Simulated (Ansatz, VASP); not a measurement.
**Al: VASP beside Ansatz**

```
Al
1.0
     0.00000    2.02767    2.02767
     2.02767    0.00000    2.02767
     2.02767    2.02767    0.00000
Al
1
Cartesian
  0.0000 0.0000 0.0000
```

Alike in both runs: task single point; functional PBEsol; k mesh 18 × 18 × 18; occupations gaussian, width 0.1 eV; no spin polarisation.

|  | VASP | Ansatz |
| --- | --- | --- |
| version | VASP 6.6.1 | Ansatz 0.2.0 |
| potentials or method | VASP PAW PBE potentials, release 64 (Al) | scalar-relativistic, plane waves, PAW |
| plane-wave cutoff (eV) | 520 | 420 |
| valence electrons in the cell | 3 | 3 |

Ansatz gave:

```
gap on the k mesh at the Fermi level (eV) : none
pressure (GPa)                            : -2.3
```

Which values does VASP return?

gap on the k mesh at the Fermi level (eV): none; pressure (GPa): -2.2.

A gap of «none» marks a metal or a gap that the smearing closes.

Caveats: the PAW data sets were made with another functional, which shifts forces and pressure a little (VASP).
